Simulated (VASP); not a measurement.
# Cd (Im-3m) in VASP: notebook, part 2 of 2

VASP 6.6.1.

## (4) Single point, PBE

INCAR

```
SYSTEM = Cd
ALGO = Fast
EDIFF = 1E-7
ENCUT = 550
GGA = PE
ISIF = 2
ISMEAR = 0
LASPH = .True.
LCHARG = .False.
LREAL = .False.
LWAVE = .False.
NELM = 80
PREC = Accurate
SIGMA = 0.02
```

KPOINTS

```
k-points
0
Gamma
  10 10 10
  0 0 0
```

POSCAR

```
Cd
1.0
   -1.7843220000      1.7843220000      1.7843220000
    1.7843220000     -1.7843220000      1.7843220000
    1.7843220000      1.7843220000     -1.7843220000
Cd
1
Cartesian
    0.0000000000      0.0000000000      0.0000000000
```

Potentials or basis: VASP PAW PBE potentials, release 64 (Cd_GW).

On the command line:

```bash
> cat potpaw_PBE.64/Cd_GW/POTCAR > POTCAR
> mpirun -np 1 vasp_std > vasp.out
```

OUTCAR:

```text
SYSTEM = Cd
   EDIFF = 1E-7
   ENCUT = 550
   GGA = PE
   ISIF = 2
   ISMEAR = 0
   LASPH = .True.
   LREAL = .False.
   NELM = 80
   PREC = Accurate

 ion  position               nearest neighbor table
   1  0.000  0.000  0.000-

  LATTYP: Found a body centered cubic cell.
 ALAT       =     3.5686440000

  Lattice vectors:

 A1 = (  -1.7843220000,   1.7843220000,   1.7843220000)
 A2 = (   1.7843220000,  -1.7843220000,   1.7843220000)
[... 721 lines left out ...]
      8       7.0638      0.00000
      9      16.7783      0.00000
     10      17.3881      0.00000

 [... further k-points ...]

------------------------ aborting loop because EDIFF is reached ----------------------------------------

  FORCE on cell =-STRESS in cart. coord.  units (eV):
  Direction    XX          YY          ZZ          XY          YZ          ZX
  --------------------------------------------------------------------------------------
  -------------------------------------------------------------------------------------
  Total        0.1517513      0.1517513      0.1517513     -0.0000000     -0.0000000      0.0000000
  in kB       10.6994992     10.6994992     10.6994992     -0.0000000     -0.0000000      0.0000000
  external PRESSURE =      10.6994992 kB  Pullay stress =       0.0000000 kB

 VOLUME and BASIS-vectors are now :
 -----------------------------------------------------------------------------
  energy-cutoff  :      550.00
  volume of cell :       22.72
      direct lattice vectors                 reciprocal lattice vectors
    -1.784322000  1.784322000  1.784322000     0.000000000  0.280218481  0.280218481
     1.784322000 -1.784322000  1.784322000     0.280218481  0.000000000  0.280218481
     1.784322000  1.784322000 -1.784322000     0.280218481  0.280218481  0.000000000

 POSITION                                       TOTAL-FORCE (eV/Angst)
 -----------------------------------------------------------------------------------
      0.00000      0.00000      0.00000         0.000000     -0.000000     -0.000000
 -----------------------------------------------------------------------------------
    total drift:                               -0.000000      0.000000      0.000000

  FREE ENERGIE OF THE ION-ELECTRON SYSTEM (eV)
  ---------------------------------------------------
  free  energy   TOTEN  =        -0.7004637650 eV

  energy  without entropy=       -0.7001279463  energy(sigma->0) =       -0.70029586
```

It took 7.6 s on 1 thread of Intel Xeon 6975P-C (Granite Rapids), shared host; peak memory 0.15 GiB.

What came out:

```yaml
Free_energy: -0.7005 eV
Pressure: 1.1 GPa
Band_gap_on_the_k_mesh: none (metal or under the smearing width)
```

## (5) Single point, PBE

run.py

```python
from ase.calculators.vasp import Vasp
from ase.dft.bandgap import bandgap
from ase.io import read

atoms = read('POSCAR')
calc = Vasp(
    directory='calc',
    xc='pbe',
    pp='PBE',
    setups={'base': 'minimal', 'Cd': '_GW'},
    prec='Accurate',
    encut=550,
    ediff=1e-06,
    ismear=0,
    sigma=0.02,
    lreal=False,
    lasph=True,
    nelm=100,
    algo='Normal',
    isif=2,
    lwave=False,
    lcharg=False,
    kpts=[10, 10, 10],
    gamma=True,
    nbands=12,
)
atoms.calc = calc

print('energy (eV):', atoms.get_potential_energy())
print('free energy (eV):', atoms.get_potential_energy(force_consistent=True))
print('forces (eV/A):')
print(atoms.get_forces())
print('stress (eV/A^3, Voigt):', atoms.get_stress())
print('Fermi level (eV):', calc.get_fermi_level())
gap, top, bottom = bandgap(calc)
print('band gap (eV):', gap, 'from (spin, k, band)', top, 'to', bottom)
```

POSCAR, as its differences from that of step 4:

```diff
@@ -7,3 +7,3 @@
 1
-Cartesian
+Direct
     0.0000000000      0.0000000000      0.0000000000
```

On the command line:

```bash
> python run.py
```

Wall time 8.6 s (1 thread of Intel Xeon 6975P-C (Granite Rapids), shared host); peak memory 0.14 GiB.

It converged, with:

```
Free energy            : -0.7005 eV
Pressure               : 1.1 GPa
Band gap on the k mesh : none (metal or under the smearing width)
```

Levels at points of the mesh, in eV from the Fermi level:
```csv
k point,band 2,band 3,band 4,band 5,band 6,band 7,band 8,band 9,band 10,band 11
"(0.00, 0.00, 0.00)",-9.31,-9.31,-8.71,-8.71,-8.68,14.51,14.51,14.51,15.62,15.62
"(0.50, 0.00, 0.00)",-9.61,-8.74,-8.69,-8.30,-2.12,-1.11,8.92,9.53,13.28,13.82
"(0.50, 0.50, 0.50)",-9.76,-8.40,-8.40,-8.40,3.23,3.23,3.23,5.33,7.77,7.77
```

## (6) Single point, vdW-DF-cx (cell strained at random at fixed volume)

INCAR

```
SYSTEM = Cd
PREC     = Accurate       ! precision mode
ENCUT    = 520            ! plane-wave cutoff, eV
EDIFF    = 1E-6           ! SCF threshold, eV
ISMEAR   = 1              ! smearing method
SIGMA    = 0.1            ! smearing width, eV
LREAL    = .False.        ! projectors in reciprocal space
LASPH    = .True.         ! aspherical terms in the spheres
NELM     = 60             ! most SCF steps
ALGO     = Normal         ! electronic algorithm
ISIF     = 2              ! what is computed and relaxed
LWAVE    = .False.        ! write WAVECAR
LCHARG   = .False.        ! write CHGCAR
GGA      = CX             ! functional
LUSE_VDW = .True.       
AGGAC    = 0.0
```

KPOINTS

```
regular mesh
0
Gamma
  10 10 10
  0 0 0
```

POSCAR

```
Cd
1.0
   -1.7770420000      1.7561020000      1.7992480000
    1.7810450000     -1.7444510000      1.7916020000
    1.8055660000      1.7729760000     -1.7875980000
Cd
1
Direct
   -0.0006400000      0.0011900000      0.0025900000
```

Potentials or basis: VASP PAW PBE potentials, release 64 (Cd).

On the command line:

```bash
> cat potpaw_PBE.64/Cd/POTCAR > POTCAR
> mpirun -np 1 vasp_std > vasp.out
```

It took 34 s on 1 thread of Intel Xeon 6975P-C (Granite Rapids), shared host; peak memory 0.35 GiB.

Results (log left out):

- Free energy: 2.3809 eV
- Pressure: -2.0 GPa
- Band gap on the k mesh: none (metal or under the smearing width)

Stress tensor (GPa, compression positive):
```
-1.51  0.18  0.13
 0.18 -2.97  0.00
 0.13  0.00 -1.45
```

Levels at points of the mesh, in eV from the Fermi level:
```
           k point  band 4  band 5  band 6  band 7  band 8  band 9
(0.00, 0.00, 0.00)   -8.67   -8.65   -8.61   15.08   15.15   15.27
(0.50, 0.00, 0.00)   -8.59   -8.23   -2.09   -1.13    8.93    9.77
(0.00, 0.50, 0.00)   -8.62   -8.23   -2.14   -1.23    9.20   10.04
(0.50, 0.50, 0.00)   -8.61   -8.20   -1.99   -0.91    8.75    9.62
(0.00, 0.00, 0.50)   -8.58   -8.24   -2.12   -1.21    9.01    9.76
(0.50, 0.00, 0.50)   -8.62   -8.22   -2.12   -1.19    9.10   10.09
(0.00, 0.50, 0.50)   -8.60   -8.21   -2.03   -1.01    8.80    9.73
(0.50, 0.50, 0.50)   -8.32   -8.29    3.13    3.15    3.56    5.24
```

Caveat: the PAW data sets were made with another functional, which shifts forces and pressure a little.

## (7) Summary

```tsv
task	level	potentials or basis	cell	cutoff (eV)	smearing	gap on the mesh (eV)	pressure (GPa)
single point	PBEsol	VASP PAW PBE potentials, release 64 (Cd_GW)	as given	550	gaussian 0.05 eV	none	-2.9
relaxation of cell and atoms	PBEsol+D4	VASP PAW PBE potentials, release 64 (Cd)	relaxed	600	methfessel-paxton 0.1 eV	none	0.0
single point	PBE	VASP PAW PBE potentials, release 64 (Cd_GW)	as given	550	gaussian 0.02 eV	none	1.1
single point	vdW-DF-cx	VASP PAW PBE potentials, release 64 (Cd)	cell strained at random at fixed volume	520	methfessel-paxton 0.1 eV	none	-2.0
```

Alike in all rows: no spin polarisation; k mesh 10 × 10 × 10.

Caveats: the PAW data sets were made with another functional, which shifts forces and pressure a little (some runs); pairwise dispersion overbinds metals, which lowers pressure and volume (some runs).

Total energies depend on the potentials used, so only differences within one code and one set of settings carry meaning.
